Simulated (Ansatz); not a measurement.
input.yaml (Ansatz 0.2.0):

```yaml
crystal:
  lattice:
    - [3.158673554, 0.0, 0.0]
    - [-1.579336777, 2.73549154, 0.0]
    - [0.0, 0.0, 12.6504695589]
  atoms:
    - { symbol: Mo, position: [0.3333333333, 0.6666666667, 0.25], spin: 0.05 }
    - { symbol: Mo, position: [0.6666666667, 0.3333333333, 0.75], spin: 0.05 }
    - { symbol: S, position: [0.3333333333, 0.6666666667, 0.6280967767] }
    - { symbol: S, position: [0.6666666667, 0.3333333333, 0.1280967767] }
    - { symbol: S, position: [0.3333333333, 0.6666666667, 0.8719032233] }
    - { symbol: S, position: [0.6666666667, 0.3333333333, 0.3719032233] }
basis:
  ecutwfc: 500
  ecutrho_ratio: 4
kpoints:
  mp_grid: { grid: [8, 8, 2] }
hamiltonian:
  xc: r2scan
scf:
  occupations: { method: gaussian, width: 0.05 }
output:
  forces: true
  stress: true
  eigenvalues: true
  populations: true
magnetization:
  spin_polarized: true
relax:
  f_tol: 0.01
  max_steps: 40
  cell: { stress_tol: 0.1, fix: [volume] }
```

Launched as:
```sh
ansatz run input.yaml --threads 4 --pin off --max-ram 7168MiB --backend cpu --events-out ev --progress --plain --runs-dir out
```

The chain of runs began from a cell as deposited in COD, expanded in volume.

About how long does the run take on 4 threads of Arm Neoverse V1, on a shared host, and how much memory does it need?

About 26 s, with a peak of 0.77 GiB.

Output, machine lines left out:

```
Pseudopotentials: kind: paw
Pseudopotential: Mo, paw, valence charge 14, recommended cutoff 500 eV (meta_gga), Mo.paw.azcp
Pseudopotential: S, paw, valence charge 6, recommended cutoff 500 eV (meta_gga), S.paw.azcp
Crystal: 6 atoms, lattice volume = 109.307 Å³
Basis set: ecut = 500 eV, 2759 PW (Γ), exchange–correlation on 96×96×384 points (64 copies of the dense FFT grid, shifted against one another)
Bands: 33, of which v1, the nominal top of the filled ones, is band 26 counted from 1 (25 counted from 0)
Symmetry: 24 space group operations
Space group: P63/mmc (ITA 194), of the structure as read, at distance tolerance 4.8e-5 Å
Magnetic group: BNS 194.263 (UNI 1493), of the structure as read, at distance tolerance 4.8e-5 Å
k-points: 20 of 128
Initial density: superposition of atomic densities (chi_scale 0.1, normalization cell)
Starting moments: Σ|m| = 0.1 μB on 2 of 6 sites
Initial wavefunctions: pseudopotential atomic-orbital guess
Functional: x = r2scan, c = r2scan; τ floored in thin density (d = 2e-4 eV/Å³)
```

SCF trace (energy estimate counted from the last row; the run made several SCF loops, for ionic steps, more bands or searches for a lower state, numbered loop.iteration):
```tsv
iteration	ΔE (eV)	density residual (eV)	M (μB)
1.1	-2.155	8.84e0	0.000
1.2	-0.746	2.83e0	0.000
1.3	0.116	3.31e-1	0.000
1.4	0.053	1.75e-1	0.000
1.5	0.025	8.84e-3	0.000
1.6	0.022	5.22e-3	0.000
1.7	0.018	3.34e-4	0.000
1.8	0.018	2.08e-4	0.000
1.9	0.018	1.19e-5	0.000
1.10	0.018	4.51e-6	0.000
1.11	0.018	2.32e-7	0.000
1.12	0.018	6.34e-8	0.000
1.13	0.018	2.59e-8	0.000
…	…	…	…
4.4	0.000	3.41e-9	0.000
4.5	0.000	2.04e-9	0.000
4.6	0.000	2.23e-10	0.000
4.7	0.000	1.96e-11	0.000
```

```
SCF converged after 7 iterations
Magnetization: 0.0000 μB (26.0000 up, 26.0000 down)
Absolute magnetization: 0.0000 μB (∫|ρ↑−ρ↓|, with the PAW one-centre terms)
Per-site moments (μB) at R_I (Å): [(0.00000, 0.99107), (0.00000, 0.99107), (0.00000, 0.99107), (0.00000, 0.99107), (0.00000, 0.99107), (0.00000, 0.99107)]
Free energy (F): -13564.308643 eV
E sigma→0 (E₀):  -13564.308643 eV
Fermi energy:    11.030728 eV
--- Forces (eV/Å), atoms counted from 1 ---
  atom   1  Mo     0.00000000     0.00000000     0.00000000
  atom   2  Mo     0.00000000     0.00000000     0.00000000
  atom   3  S      0.00000000     0.00000000     0.00620406
  atom   4  S      0.00000000     0.00000000     0.00620406
  atom   5  S      0.00000000     0.00000000    -0.00620406
  atom   6  S      0.00000000     0.00000000    -0.00620406
--- Stress (GPa, compression-positive) ---
        1.167464       0.000000       0.000000
        0.000000       1.167464       0.000000
        0.000000       0.000000       1.109686
  P = ⅓ Tr σ = 1.1482 GPa (11.482 kbar)
--- Relaxed structure (3 steps of the walk, 3 accepted, 1 SCFs on fresh bases) ---
  F+E_penalty+E_count = -13564.30864338 eV   max|allowed force component| = 6.204e-3 eV/Å   (the final SCF, on the basis selected at the relaxed cell)
  cell:  # Å, volume = 109.3067 Å³
    - [3.17404, 0.0, 0.0]
    - [-1.58702, 2.74880, 0.0]
    - [0.0, 0.0, 12.52830]
  atoms:
    - { symbol: Mo, position: [0.33333, 0.66667, 0.25] }
    - { symbol: Mo, position: [0.66667, 0.33333, 0.75000] }
    - { symbol: S, position: [0.33333, 0.66667, 0.62598] }
    - { symbol: S, position: [0.66667, 0.33333, 0.12598] }
    - { symbol: S, position: [0.33333, 0.66667, 0.87402] }
    - { symbol: S, position: [0.66667, 0.33333, 0.37402] }
--- Löwdin populations: 6 sites ---
  site symbol       q [e]    m [muB]
     0     Mo     13.6399     0.0000
     1     Mo     13.6399     0.0000
     2      S      6.0792     0.0000
     3      S      6.0792     0.0000
     4      S      6.0792     0.0000
     5      S      6.0792     0.0000
```

In short (r²SCAN): energy lowered by 2.9 meV/atom, pressure 1.1 GPa, gap on the mesh 1.17 eV, no spin moment left.

Kohn–Sham gaps of semilocal functionals lie under measured ones, often by a third or more. For this crystal the k-mesh misses a band edge: under r²SCAN at the relaxed cell a band path gives a gap of 1.15 eV where the mesh alone gives 1.33 eV, so gaps on the mesh are upper bounds. The structure is built of weakly bound layers, and this functional has no dispersion term, so their spacing and all that hangs on it (volume, the soft elastic constants, low modes, dielectric constants) are poorly given.
